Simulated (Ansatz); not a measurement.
Relaxed LaAlO$_{3}$ (R-3c-perovskite type, space group R-3c):

```yaml
crystal:
  lattice:
    - [2.70656, 1.56263, 4.39782]
    - [-2.70656, 1.56263, 4.39782]
    - [0.00000, -3.12526, 4.39782]
  atoms:
    - { symbol: La, position: [0.25000, 0.25000, 0.25000] }
    - { symbol: La, position: [0.75000, 0.75000, 0.75000] }
    - { symbol: Al, position: [0.00000, 0.00000, 0.00000] }
    - { symbol: Al, position: [0.50000, 0.50000, 0.50000] }
    - { symbol: O, position: [0.78890, 0.71110, 0.25000] }
    - { symbol: O, position: [0.25000, 0.78890, 0.71110] }
    - { symbol: O, position: [0.71110, 0.25000, 0.78890] }
    - { symbol: O, position: [0.21110, 0.28890, 0.75000] }
    - { symbol: O, position: [0.75000, 0.21110, 0.28890] }
    - { symbol: O, position: [0.28890, 0.75000, 0.21110] }
```

A phonon eigenvector at Γ is frozen into this cell: atom i moves by Q times the vector below, so Q is the largest atomic displacement, in Å. The cell is held. It is one choice among 2 degenerate patterns.

| atom | x | y | z |
|---|---|---|---|
| La1 | 0.000 | -0.042 | 0.000 |
| La2 | 0.000 | -0.042 | 0.000 |
| Al3 | -0.078 | 0.114 | 0.000 |
| Al4 | 0.078 | 0.114 | 0.000 |
| O5 | 0.000 | -0.519 | 0.855 |
| O6 | -0.500 | 0.346 | -0.427 |
| O7 | 0.500 | 0.346 | -0.427 |
| O8 | 0.000 | -0.519 | 0.855 |
| O9 | -0.500 | 0.346 | -0.427 |
| O10 | 0.500 | 0.346 | -0.427 |

These are PBE (plane waves to 420 eV, PAW, scalar-relativistic; Ansatz, an electronic-structure program) values and carry that method's errors. k mesh 8×8×8 (Γ-centred), Fermi-Dirac smearing 0.05 eV. LaAlO3 is run without spin polarisation. LaAlO3 was relaxed with its symmetry unable to fall.

At one point of the scan the forces (eV/Å) are:

| atom | Fx | Fy | Fz |
|---|---|---|---|
| La1 | -0.007 | -0.105 | -0.001 |
| La2 | 0.007 | -0.105 | -0.001 |
| Al3 | -0.038 | 0.056 | -0.001 |
| Al4 | 0.038 | 0.056 | -0.001 |
| O5 | -0.002 | -0.152 | 0.250 |
| O6 | -0.137 | 0.094 | -0.125 |
| O7 | 0.157 | 0.107 | -0.123 |
| O8 | 0.002 | -0.152 | 0.250 |
| O9 | -0.157 | 0.107 | -0.123 |
| O10 | 0.137 | 0.094 | -0.125 |

Task: Which point is it?
(A) Q = -0.090 Å
(B) Q = -0.060 Å
(C) Q = -0.150 Å
(D) Q = -0.030 Å

Result: B, Q = -0.060 Å

(For displaced atoms, the force is minus the slope of the energy, and its curvature is a force constant, which sets phonon frequencies.)
